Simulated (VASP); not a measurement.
Output of a VASP run:

File OSZICAR:
```
       N       E                     dE             d eps       ncg     rms          rms(c)
DAV:   1     0.140365051397E+03    0.14037E+03   -0.15003E+04   512   0.162E+03
DAV:   2    -0.472529307759E+02   -0.18762E+03   -0.18390E+03   656   0.321E+02
DAV:   3    -0.540358073929E+02   -0.67829E+01   -0.67755E+01   704   0.692E+01
DAV:   4    -0.541401976419E+02   -0.10439E+00   -0.10439E+00   624   0.761E+00
DAV:   5    -0.541439979503E+02   -0.38003E-02   -0.38003E-02   744   0.943E-01    0.841E+00
DAV:   6    -0.456608556841E+02    0.84831E+01   -0.39715E+00   680   0.181E+01    0.396E+00
DAV:   7    -0.446292541659E+02    0.10316E+01   -0.18002E+00   544   0.149E+01    0.227E+00
DAV:   8    -0.483446698382E+02   -0.37154E+01   -0.13053E+00   536   0.137E+01    0.961E-01
DAV:   9    -0.446523374975E+02    0.36923E+01   -0.52536E-01   512   0.719E+00    0.855E-01
DAV:  10    -0.449814749538E+02   -0.32914E+00   -0.32411E-01   512   0.557E+00    0.335E-01
DAV:  11    -0.448475495154E+02    0.13393E+00   -0.90075E-02   512   0.300E+00    0.391E-01
DAV:  12    -0.449987603815E+02   -0.15121E+00   -0.81785E-02   512   0.300E+00    0.749E-02
DAV:  13    -0.450004896233E+02   -0.17292E-02   -0.14619E-03   560   0.500E-01    0.623E-02
DAV:  14    -0.450012704935E+02   -0.78087E-03   -0.42254E-04   632   0.206E-01    0.202E-02
DAV:  15    -0.450013725081E+02   -0.10201E-03   -0.22404E-04   528   0.167E-01    0.253E-02
DAV:  16    -0.450013845706E+02   -0.12062E-04   -0.51733E-05   544   0.984E-02    0.142E-02
DAV:  17    -0.450014646447E+02   -0.80074E-04   -0.27256E-05   512   0.744E-02    0.101E-02
DAV:  18    -0.450014644464E+02    0.19832E-06   -0.13244E-06   680   0.102E-02    0.719E-03
DAV:  19    -0.450014649625E+02   -0.51610E-06   -0.19280E-06   512   0.151E-02    0.370E-03
DAV:  20    -0.450014649770E+02   -0.14515E-07   -0.10369E-06   576   0.110E-02    0.133E-03
DAV:  21    -0.450014649841E+02   -0.70568E-08   -0.61847E-08   424   0.262E-03
   1 F= -.43246077E+02 E0= -.43246077E+02  d E =-.432461E+02
```

**OUTCAR**
```
------------------------ aborting loop because EDIFF is reached ----------------------------------------
  FORCE on cell =-STRESS in cart. coord.  units (eV):
  Direction    XX          YY          ZZ          XY          YZ          ZX
  --------------------------------------------------------------------------------------
  Total        1.7741702      1.7741702      1.7741702     -0.0000000      0.0000000     -0.0000000
  in kB       50.5349823     50.5349823     50.5349823     -0.0000000      0.0000000     -0.0000000
  external PRESSURE =       0.5349823 kB  Pullay stress =      50.0000000 kB
  volume of cell :       56.25
      direct lattice vectors                 reciprocal lattice vectors
     0.000000000  3.041080518  3.041080518    -0.164415246  0.164415246  0.164415246
     3.041080518  0.000000000  3.041080518     0.164415246 -0.164415246  0.164415246
     3.041080518  3.041080518  0.000000000     0.164415246  0.164415246 -0.164415246
 POSITION                                       TOTAL-FORCE (eV/Angst)
 -----------------------------------------------------------------------------------
      0.00000      0.00000      0.00000        -0.000000     -0.000000     -0.000000
      1.52054      1.52054      1.52054        -0.000000     -0.000000      0.000000
      4.56162      4.56162      4.56162         0.000000      0.000000     -0.000000
 -----------------------------------------------------------------------------------
    total drift:                                0.000000      0.000000      0.000000
  FREE ENERGIE OF THE ION-ELECTRON SYSTEM (eV)
  ---------------------------------------------------
  free  energy   TOTEN  =       -45.0014649841 eV

  energy  without entropy=      -45.0014649841  energy(sigma->0) =      -45.00146498
  enthalpy is  TOTEN    =       -43.2460767837 eV   P V=        1.7553882004

 reached required accuracy - stopping structural energy minimisation
```
(Selected blocks of OUTCAR.)

### POSCAR
```
BaF2
1
   -0.0000000000     3.0410805182     3.0410805182
    3.0410805182    -0.0000000000     3.0410805182
    3.0410805182     3.0410805182     0.0000000000
Ba F
1 2
Direct
  0.0000000000   0.0000000000   0.0000000000
  0.2500000000   0.2500000000   0.2500000000
  0.7500000000   0.7500000000   0.7500000000
```

Problem. Reconstruct the remaining input files.

Solution. This is not unique; one that fits is the input of the run itself, r2SCAN meta-GGA, plane waves, VASP's PBE PAW potentials (set 64).

INCAR:
```
SYSTEM = BaF2
PREC = Accurate
ENCUT = 600
EDIFF = 1E-7
NELM = 100
ALGO = Normal
LREAL = .FALSE.
LASPH = .TRUE.
ISMEAR = 0
SIGMA = 0.05
METAGGA = R2SCAN
LMIXTAU = .TRUE.
LMAXMIX = 4
LWAVE = .FALSE.
LCHARG = .FALSE.
ISIF = 3
IBRION = 2
NSW = 40
EDIFFG = -0.01
PSTRESS = 50
```

KPOINTS:
```
K-points
0
Gamma
  6 6 6
0 0 0
```

POTCAR, in this order: Ba_sv F (PBE.64 set). Program: vasp_std.

The compound is BaF2 in the fluorite structure. It was relaxed first under an external pressure of 5 GPa.
